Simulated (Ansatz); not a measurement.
# LaY3O6: the cost of one run

Program: Ansatz 0.2.0. Level of theory: DFT PBE, scalar-relativistic, plane waves, PAW. These are calculated values, not measurements.

1 further run of the same task is left out (set aside as unsound or not needed).

### Step 1. Starting point

Symmetry: P1, No. 1, triclinic system. Conventional cell: a = 4.227 Å, b = 4.387 Å, c = 9.132 Å, α = 82.29°, β = 79.99°, γ = 88.11°. La (site symmetry 1) is surrounded by 5 O at 2.35 to 2.47 Å. Y (site symmetry 1) has 6 O at 2.27 to 2.49 Å as nearest neighbours. Y (site symmetry 1) has 5 O at 2.20 to 2.28 Å as nearest neighbours. Y (site symmetry 1) has 5 O at 2.21 to 2.39 Å as nearest neighbours. O (site symmetry 1) has 2 Y at 2.24 to 2.28 Å and 2 La at 2.43 to 2.47 Å as nearest neighbours. Around O (site symmetry 1) lie 4 Y at 2.27 to 2.39 Å. O (site symmetry 1) is surrounded by 3 Y at 2.24 to 2.27 Å. Around O (site symmetry 1) lie 3 Y at 2.27 to 2.49 Å and 1 La at 2.35 Å. Only part of the 10 independent sites is listed.

Structure file:

```
La Y O
1.0
     4.22709   -0.00339    0.01237
     0.14813    4.38485    0.01359
     1.56219    1.14471    8.92437
La Y O
1 3 6
Direct
  0.86199 0.12095 0.29809
  0.64330 0.29290 0.79880
  0.45789 0.71365 0.08852
  0.25066 0.88415 0.61081
  0.93255 0.65721 0.17656
  0.17721 0.36754 0.70591
  0.53953 0.22102 0.05281
  0.76316 0.05608 0.56192
  0.34584 0.90223 0.36445
  0.52787 0.78428 0.84213
```

It is the end of an earlier relaxation with the same method, from a generated guess; it needn't be the stable form of this composition. At a tolerance of 0.02 Å it has space group P1 (No. 1); it has 16.53 Å³/atom, an uncorrected energy of -3.41 eV/atom over the elements.

### Step 2. Electronic structure at the relaxed geometry

Input file input.yaml:

```yaml
crystal:
  lattice:
    - [4.2270891571, -0.0033931155, 0.0123678236]
    - [0.1481336717, 4.3848504431, 0.0135926385]
    - [1.5621900995, 1.1447090458, 8.9243742638]
  atoms:
    - { symbol: La, position: [0.8619929135, 0.1209457586, 0.2980891634] }
    - { symbol: "Y", position: [0.6433014389, 0.292898261, 0.7987979451] }
    - { symbol: "Y", position: [0.4578905909, 0.7136549084, 0.088520882] }
    - { symbol: "Y", position: [0.2506580523, 0.8841541146, 0.6108097008] }
    - { symbol: O, position: [0.932553086, 0.6572108259, 0.1765607271] }
    - { symbol: O, position: [0.1772079517, 0.3675405761, 0.7059140101] }
    - { symbol: O, position: [0.5395285917, 0.2210195586, 0.0528143669] }
    - { symbol: O, position: [0.7631627697, 0.0560754533, 0.5619158031] }
    - { symbol: O, position: [0.3458373264, 0.9022250111, 0.3644503333] }
    - { symbol: O, position: [0.527867299, 0.7842755324, 0.8421270682] }
basis:
  ecutwfc: 420
kpoints:
  mp_grid: { grid: [6, 6, 4] }
  band_path:
    path:
      - [[0.0, 0.0, 0.0], [0.0, -0.5, 0.0]]
      - [[-0.5, 0.0, 0.0], [0.0, 0.0, 0.0], [0.0, 0.0, -0.5]]
      - [[-0.5, -0.5, -0.5], [0.0, 0.0, 0.0], [-0.5, 0.0, -0.5]]
      - [[0.0, -0.5, -0.5], [0.0, 0.0, 0.0], [-0.5, -0.5, 0.0]]
    npoints: 14
hamiltonian:
  xc: pbe
scf:
  occupations: { method: gaussian, width: 0.02 }
  n_extra_bands: 25
output:
  forces: true
  stress: true
  eigenvalues: true
  populations: true
  dos: { projected: true, de: 0.02, nscf_kmesh: { grid: [9, 9, 6] } }
  bader: true
```

The run is started by

```
$ ansatz run input.yaml --threads 4 --pin off --max-ram 8192MiB --backend cpu --events-out ev --progress --plain --runs-dir out
```

What time and memory should one allow on 4 threads of Intel Xeon at 2.70GHz, shared host?

About 2.2 min, with a peak of 1.7 GiB.
